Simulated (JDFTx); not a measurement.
# BN (F-43m) in JDFTx: notebook

The runs below take BN through band structure, with r2SCAN, BLYP.

All numbers are computed with JDFTx 1.7.0 (patched build); they aren't measurements. Logs are shortened: lines on timing, memory, paths and dates and some standing lists are left out, and cuts for length are marked. The log counts tension as positive stress, the text compression.

**Measured values to compare with.**

From a printed reference work, monograph, for a bulk crystal of BN at 300 K: band gap 6.4 eV (indirect).

How close the calculation comes is told below.

## Step 1: Starting point

Symmetry: F-43m, No. 216, cubic system. The conventional cell has a = 3.626 Å, b = 3.626 Å, c = 3.626 Å, α = 90.00°, β = 90.00°, γ = 90.00°. N (site symmetry -43m) has 4 B at 1.57 Å as nearest neighbours. B (site symmetry -43m) has 4 N at 1.57 Å as nearest neighbours.

The cell is a database's computed one.

## Step 2: Band structure, r2SCAN

bands.in reads:

```
include BN.lattice
coords-type Lattice
include BN.ionpos

ion-species pseudo/N.upf
ion-species pseudo/B.upf
elec-cutoff 40 320
elec-ex-corr mgga-x-r2scan mgga-c-r2scan
elec-smearing Fermi 0.0018374661
elec-n-bands 9
electronic-minimize nIterations 30 energyDiffThreshold 1e-06
davidson-band-ratio 1.3
forces-output-coords Cartesian
include path.kpoints
symmetries none
fix-electron-density run.$VAR

dump-name bands.$VAR
dump End Ecomponents EigStats BandEigs Kpoints Forces
```

BN.lattice reads:

```
lattice \
    0.0000000000     3.4260753537     3.4260753537 \
    3.4260753537     0.0000000000     3.4260753537 \
    3.4260753537     3.4260753537     0.0000000000
```

BN.ionpos reads:

```
ion N      0.2500000000     0.2500000000     0.2500000000 1
ion B      0.0000000000     0.0000000000     0.0000000000 1
```

path.kpoints reads:

```
kpoint +0.0000000000 +0.0000000000 +0.0000000000 0.020000000000
kpoint +0.0714285714 +0.0000000000 +0.0714285714 0.020000000000
kpoint +0.1428571429 +0.0000000000 +0.1428571429 0.020000000000
kpoint +0.2142857143 +0.0000000000 +0.2142857143 0.020000000000
kpoint +0.2857142857 +0.0000000000 +0.2857142857 0.020000000000
kpoint +0.3571428571 +0.0000000000 +0.3571428571 0.020000000000
kpoint +0.4285714286 +0.0000000000 +0.4285714286 0.020000000000
kpoint +0.5000000000 +0.0000000000 +0.5000000000 0.020000000000
kpoint +0.5000000000 +0.0833333333 +0.5833333333 0.020000000000
kpoint +0.5000000000 +0.1666666667 +0.6666666667 0.020000000000
kpoint +0.5000000000 +0.2500000000 +0.7500000000 0.020000000000
kpoint +0.4375000000 +0.3125000000 +0.7500000000 0.020000000000
kpoint +0.3750000000 +0.3750000000 +0.7500000000 0.020000000000
kpoint +0.3281250000 +0.3281250000 +0.6562500000 0.020000000000
kpoint +0.2812500000 +0.2812500000 +0.5625000000 0.020000000000
kpoint +0.2343750000 +0.2343750000 +0.4687500000 0.020000000000
kpoint +0.1875000000 +0.1875000000 +0.3750000000 0.020000000000
kpoint +0.1406250000 +0.1406250000 +0.2812500000 0.020000000000
kpoint +0.0937500000 +0.0937500000 +0.1875000000 0.020000000000
kpoint +0.0468750000 +0.0468750000 +0.0937500000 0.020000000000
kpoint +0.0000000000 +0.0000000000 +0.0000000000 0.020000000000
kpoint +0.0833333333 +0.0833333333 +0.0833333333 0.020000000000
kpoint +0.1666666667 +0.1666666667 +0.1666666667 0.020000000000
kpoint +0.2500000000 +0.2500000000 +0.2500000000 0.020000000000
kpoint +0.3333333333 +0.3333333333 +0.3333333333 0.020000000000
kpoint +0.4166666667 +0.4166666667 +0.4166666667 0.020000000000
kpoint +0.5000000000 +0.5000000000 +0.5000000000 0.020000000000
kpoint +0.5250000000 +0.4500000000 +0.5250000000 0.020000000000
kpoint +0.5500000000 +0.4000000000 +0.5500000000 0.020000000000
kpoint +0.5750000000 +0.3500000000 +0.5750000000 0.020000000000
kpoint +0.6000000000 +0.3000000000 +0.6000000000 0.020000000000
kpoint +0.6250000000 +0.2500000000 +0.6250000000 0.020000000000
kpoint +0.5625000000 +0.2500000000 +0.6875000000 0.020000000000
kpoint +0.5000000000 +0.2500000000 +0.7500000000 0.020000000000
kpoint +0.5000000000 +0.2916666667 +0.7083333333 0.020000000000
kpoint +0.5000000000 +0.3333333333 +0.6666666667 0.020000000000
kpoint +0.5000000000 +0.3750000000 +0.6250000000 0.020000000000
kpoint +0.5000000000 +0.4166666667 +0.5833333333 0.020000000000
kpoint +0.5000000000 +0.4583333333 +0.5416666667 0.020000000000
kpoint +0.5000000000 +0.5000000000 +0.5000000000 0.020000000000
kpoint +0.4791666667 +0.4791666667 +0.5416666667 0.020000000000
kpoint +0.4583333333 +0.4583333333 +0.5833333333 0.020000000000
kpoint +0.4375000000 +0.4375000000 +0.6250000000 0.020000000000
kpoint +0.4166666667 +0.4166666667 +0.6666666667 0.020000000000
kpoint +0.3958333333 +0.3958333333 +0.7083333333 0.020000000000
kpoint +0.3750000000 +0.3750000000 +0.7500000000 0.020000000000
kpoint +0.6250000000 +0.2500000000 +0.6250000000 0.020000000000
kpoint +0.5833333333 +0.1666666667 +0.5833333333 0.020000000000
kpoint +0.5416666667 +0.0833333333 +0.5416666667 0.020000000000
kpoint +0.5000000000 +0.0000000000 +0.5000000000 0.020000000000
```

Potentials or basis: SG15-PBE-1.2.

Command:

```bash
jdftx -c 1 -i bands.in -o bands.out
```

Log:

```text
*************** JDFTx 1.7.0 (patched build) ***************

Input parsed successfully to the following command list (including defaults):
[... the input with its defaults ...]

---------- Initializing the Grid ----------
R =
[            0      3.42608      3.42608  ]
[      3.42608            0      3.42608  ]
[      3.42608      3.42608            0  ]
unit cell volume = 80.4305
G =
[  -0.916965   0.916965   0.916965  ]
[   0.916965  -0.916965   0.916965  ]
[   0.916965   0.916965  -0.916965  ]
Minimum fftbox size, Smin = [  40  40  40  ]
Chosen fftbox size, S = [  40  40  40  ]

---------- Initializing tighter grid for wavefunction operations ----------
R =
[            0      3.42608      3.42608  ]
[      3.42608            0      3.42608  ]
[      3.42608      3.42608            0  ]
unit cell volume = 80.4305
G =
[  -0.916965   0.916965   0.916965  ]
[   0.916965  -0.916965   0.916965  ]
[   0.916965   0.916965  -0.916965  ]
Minimum fftbox size, Smin = [  28  28  28  ]
Chosen fftbox size, S = [  28  28  28  ]

---------- Exchange Correlation functional ----------
Initialized LibXC exchange functional 'Re-regularized SCAN exchange by Furness et al'
Initialized LibXC correlation functional 'Re-regularized SCAN correlation by Furness et al'

---------- Setting up pseudopotentials ----------
Width of ionic core gaussian charges (only for fluid interactions / plotting) set to 0

Reading pseudopotential file 'pseudo/N.upf':
  'N' pseudopotential, 'PBE' functional
  Generated using ONCVPSP code by D. R. Hamann
  5 valence electrons, 0 orbitals, 4 projectors, 602 radial grid points, with lMax = 1
  Core radius for overlap checks: 1.35 bohrs.

Reading pseudopotential file 'pseudo/B.upf':
  'B' pseudopotential, 'PBE' functional
  Generated using ONCVPSP code by D. R. Hamann
  3 valence electrons, 0 orbitals, 4 projectors, 602 radial grid points, with lMax = 1
  Core radius for overlap checks: 1.60 bohrs.

Initialized 2 species with 2 total atoms.

Folded 50 k-points by 1x1x1 to 50 k-points.

---------- Setting up k-points, bands, fillings ----------
No reducable k-points.
Computing the number of bands and number of electrons
Calculating initial fillings.
nElectrons:   8.000000   nBands: 9   nStates: 50

----- Setting up reduced wavefunction bases (one per k-point) -----
average nbasis = 969.920 , ideal nbasis = 971.862

---------- Setting up ewald sum ----------
Optimum gaussian width for ewald sums = 1.556064 bohr.
Real space sum over 1331 unit cells with max indices [  5  5  5  ]
Reciprocal space sum over 2197 terms with max indices [  6  6  6  ]

---------- Allocating electronic variables ----------
Reading n from file 'run.n' ... done
Reading tau from file 'run.tau' ... done
Initializing wave functions:  (No orbitals for LCAO)  bandwidth-limited random numbers

----------- Band structure minimization -------------
Minimization will be done independently for each quantum number.

---- Minimization of quantum number:     0  [ +0.0000000 +0.0000000 +0.0000000 ]  0.040000000 ----
BandDavidson: Iter:   0  Eband: +0.342956891636133
BandDavidson: Iter:   1  Eband: +0.230533855091808  dEband: -1.124230e-01
BandDavidson: Iter:   2  Eband: +0.210863313096640  dEband: -1.967054e-02
BandDavidson: Iter:   3  Eband: +0.208105669826298  dEband: -2.757643e-03
[... 627 lines of inner loops ...]
BandDavidson: Iter:   8  Eband: +0.201954470078126  dEband: -2.198925e-06
BandDavidson: Iter:   9  Eband: +0.201954008914258  dEband: -4.611639e-07
BandDavidson: Converged (dEband<1.000000e-06)
	FillingsUpdate:  mu: +0.457478736  nElectrons: 8.000000

Dumping 'bands.eigStats' ...
	eMin: -0.384581 at state 20 ( [ +0.000000 +0.000000 +0.000000 ] spin 0 )
	HOMO: +0.399092 at state 20 ( [ +0.000000 +0.000000 +0.000000 ] spin 0 )
	mu  : +0.457479
	LUMO: +0.581686 at state 7 ( [ +0.500000 +0.000000 +0.500000 ] spin 0 )
	eMax: +1.344914 at state 20 ( [ +0.000000 +0.000000 +0.000000 ] spin 0 )
	HOMO-LUMO gap: +0.182594
	Optical gap  : +0.348042 at state 20 ( [ +0.000000 +0.000000 +0.000000 ] spin 0 )
Done!
[note: mu, HOMO and LUMO in a band run belong to the points of the path alone and aren't those of the crystal]
```

It took 6.8 s on 1 thread of Intel Xeon 6975P-C (Granite Rapids), shared host; peak memory 0.08 GiB.

Results:

```
Band gap along the path : 4.97 eV, indirect (least direct gap 9.47 eV)
```

Levels at the corners of the path, in eV from the valence-band top:
| point | band 2 | band 3 | band 4 | band 5 | band 6 | band 7 |
| --- | --- | --- | --- | --- | --- | --- |
| Γ | 0.00 | 0.00 | 0.00 | 9.47 | 9.47 | 9.47 |
| X | -9.34 | -5.09 | -5.09 | 4.97 | 9.72 | 19.09 |
| W | -8.04 | -7.16 | -6.65 | 10.36 | 14.05 | 15.26 |
| K | -8.55 | -7.85 | -4.23 | 7.47 | 13.55 | 16.85 |
| Γ | 0.00 | 0.00 | 0.00 | 9.47 | 9.47 | 9.47 |
| L | -11.06 | -2.02 | -2.02 | 10.46 | 11.45 | 11.45 |
| U | -8.55 | -7.85 | -4.23 | 7.47 | 13.55 | 16.85 |
| W | -8.04 | -7.16 | -6.65 | 10.36 | 14.05 | 15.26 |
| L | -11.06 | -2.02 | -2.02 | 10.46 | 11.45 | 11.45 |
| K | -8.55 | -7.85 | -4.23 | 7.47 | 13.55 | 16.85 |
| U | -8.55 | -7.85 | -4.23 | 7.47 | 13.55 | 16.85 |
| X | -9.34 | -5.09 | -5.09 | 4.97 | 9.72 | 19.09 |

## Step 3: Band structure, BLYP

bands.in reads:

```
lattice \
    0.0000000000     1.8130010000     1.8130010000 \
    1.8130010000     0.0000000000     1.8130010000 \
    1.8130010000     1.8130010000     0.0000000000
latt-scale 1.889726124626 1.889726124626 1.889726124626
coords-type Lattice
ion N      0.2500000000     0.2500000000     0.2500000000 1
ion B      0.0000000000     0.0000000000     0.0000000000 1

ion-species pseudo/N.upf
ion-species pseudo/B.upf
elec-cutoff 42 336
elec-ex-corr gga-x-b88 gga-c-lyp
elec-smearing Fermi 0.0018374661
elec-n-bands 9
electronic-minimize nIterations 30 energyDiffThreshold 1e-06
davidson-band-ratio 1.3
forces-output-coords Cartesian
include path.kpoints
symmetries none
fix-electron-density run.$VAR

dump-name bands.$VAR
dump End Ecomponents EigStats BandEigs Kpoints Forces
```

path.kpoints is that of step 2.

Potentials or basis: PseudoDojo-SR-PBE-0.5-standard.

Command:

```bash
jdftx -c 1 -i bands.in -o bands.out
```

Run time: 2.8 s. Hardware: 1 thread of Intel Xeon 6975P-C (Granite Rapids), shared host; peak memory 0.08 GiB.

The run converged. Its results:

- Band gap along the path: 4.88 eV, indirect (least direct gap 8.96 eV)

Levels at the corners of the path, in eV from the valence-band top:
```tsv
point	band 2	band 3	band 4	band 5
Γ	0.00	0.00	0.00	8.96
X	-8.71	-4.79	-4.79	4.88
W	-7.44	-6.76	-6.29	9.88
K	-7.95	-7.43	-3.98	7.26
Γ	0.00	0.00	0.00	8.96
L	-10.42	-1.90	-1.90	10.29
U	-7.95	-7.43	-3.98	7.26
W	-7.44	-6.76	-6.29	9.88
L	-10.42	-1.90	-1.90	10.29
K	-7.95	-7.43	-3.98	7.26
U	-7.95	-7.43	-3.98	7.26
X	-8.71	-4.79	-4.79	4.88
```

## Step 4: Comparison with measurements

Step 2. A measured gap of BN is 6.4 eV (indirect; 300 K; a printed reference work, monograph); the calculated 4.97 eV misses it by -1.43 eV. The value is that of r2SCAN, without temperature or zero-point motion. The cell is a database's relaxed one, not the measured one, which moves gaps too.

Step 3. A measured gap of BN is 6.4 eV (indirect; 300 K; a printed reference work, monograph); the calculated 4.88 eV misses it by -1.52 eV. The value is that of BLYP, without temperature or zero-point motion. Semilocal functionals fall short of measured gaps as a rule. The cell is a database's relaxed one, not the measured one, which moves gaps too.
